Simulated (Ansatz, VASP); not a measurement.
**One calculation of Pd, two programs**

```
CELL_PARAMETERS angstrom
2.62567 0.00000 0.00000
-1.31284 2.27390 0.00000
0.00000 0.00000 2.56008
ATOMIC_POSITIONS crystal
Pd 0.00000 0.00000 0.00000
```

Change from the starting cell: volume scaled by 0.92, LAPW.

Alike in both runs: task single point; functional PBE; k mesh 16 × 16 × 15; occupations fermi-dirac, width 0.08 eV; no spin polarisation.

|  | VASP | Ansatz |
| --- | --- | --- |
| version | VASP 6.6.1 | Ansatz 0.2.0 |
| potentials or method | VASP PAW PBE potentials, release 64 (Pd), cutoff 520 eV | all-electron LAPW, scalar-relativistic |

```csv
,VASP,Ansatz,Ansatz less VASP
pressure (GPa),14.4,14.8,+0.44
largest component of the traceless stress (GPa),0.08,0.06,-0.020
```

Ansatz ran all-electron here, so the differences hold the error of VASP's frozen core and of both bases.
